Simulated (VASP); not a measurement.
## PbSe: single point with LDA

**What was measured.**

A printed reference work, monograph reports, for a bulk crystal of PbSe at 4.2 K: band gap 0.15 eV (direct).

The system is PbSe.

```xyz
2
Lattice="0.0000 3.0606 3.0606 3.0606 0.0000 3.0606 3.0606 3.0606 0.0000" Properties=species:S:1:pos:R:3 pbc="T T T"
Pb    0.0000    0.0000    0.0000
Se    3.0606    3.0606    3.0606
```

- Program: VASP 6.6.1
- Task: single point
- Functional: LDA
- Potentials or basis: VASP PAW LDA potentials, release 64 (Pb_d, Se)
- Cutoff: 500 eV
- k mesh: 6 × 6 × 6
- Occupations: gaussian, width 0.1 eV
- Spin: no spin polarisation

```yaml
Pressure: -2.1 GPa
Band_gap_on_the_k_mesh: 0.16 eV, direct
```

Levels at points of the mesh, in eV from the valence-band top:
```csv
k point,band 7,band 8,band 9,band 10,band 11,band 12,band 13,band 14
"(0.00, 0.00, 0.00)",-6.38,-1.87,-1.87,-1.87,4.60,4.60,4.60,6.48
"(0.50, 0.00, 0.00)",-8.86,-1.45,-1.45,0.00,0.16,1.61,1.61,8.41
"(0.50, 0.50, 0.00)",-7.45,-5.02,-3.24,-3.24,3.62,5.51,5.51,5.94
```

Wall time 25 s on 1 thread of AMD EPYC 7R13, on a shared host, peak memory 0.13 GiB.

Against the measured gap of PbSe, 0.15 eV (direct; 4.2 K; a printed reference work, monograph), the calculated 0.16 eV is off by +0.01 eV. 2 values of this kind are on record (0.15 to 0.28 eV); this one was drawn at random. Spin-orbit coupling on Pb, Se is left out. The value is that of LDA on a finite k mesh, which can miss the band edges, without temperature or zero-point motion.

Caveat: spin-orbit coupling is left out, which moves the levels of the heavy elements.
